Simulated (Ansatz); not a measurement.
## Response of Yb to small distortions

```
Yb
1.0
    -2.15148    2.15148    2.15148
     2.15148   -2.15148    2.15148
     2.15148    2.15148   -2.15148
Yb
1
Direct
  0.00000 0.00000 0.00000
```

Structure from Materials Project entry mp-71 (possibly hypothetical), not relaxed further.

Semilocal functionals without a Hubbard term describe localised f shells poorly; where the shell is localised, the real material differs.

No spin–orbit coupling, which matters for the heavy atoms here.

All numbers below come from Ansatz 0.2.0, DFT, PBEsol, all-electron PAW with datasets made for the crystal, scalar-relativistic.

Sampling and basis: a Γ-centred 12×12×12 k mesh, Fermi–Dirac smearing of 0.05 eV, cutoff 280 eV (chosen by the program for this cell), no spin polarisation.

The unchanged cell is at -3.39 GPa, so energy changes include a term −P ΔV where the volume moves.

In a metal, stresses and small energies carry noise from the k mesh.

x, y and z are the Cartesian axes of the cell as listed; fractional coordinates follow a strain, and an engineering shear is twice the off-diagonal strain component.

Problem. With this change (equal xy, yz and zx engineering shear strains of +4 %), what becomes of the energy and stress?

Solution. Energy change +10 meV/atom; stress change (xx, yy, zz, yz, xz, xy) 0.05, 0.05, 0.05, -0.74, -0.74, -0.74 GPa, compression positive.

Problem. With this change (z strained by +4 % at fixed volume), what becomes of the energy and stress?

Solution. Energy change under 1 meV/atom; stress change (xx, yy, zz, yz, xz, xy) 0.08, 0.08, -0.07, 0.00, 0.00, 0.00 GPa, compression positive.
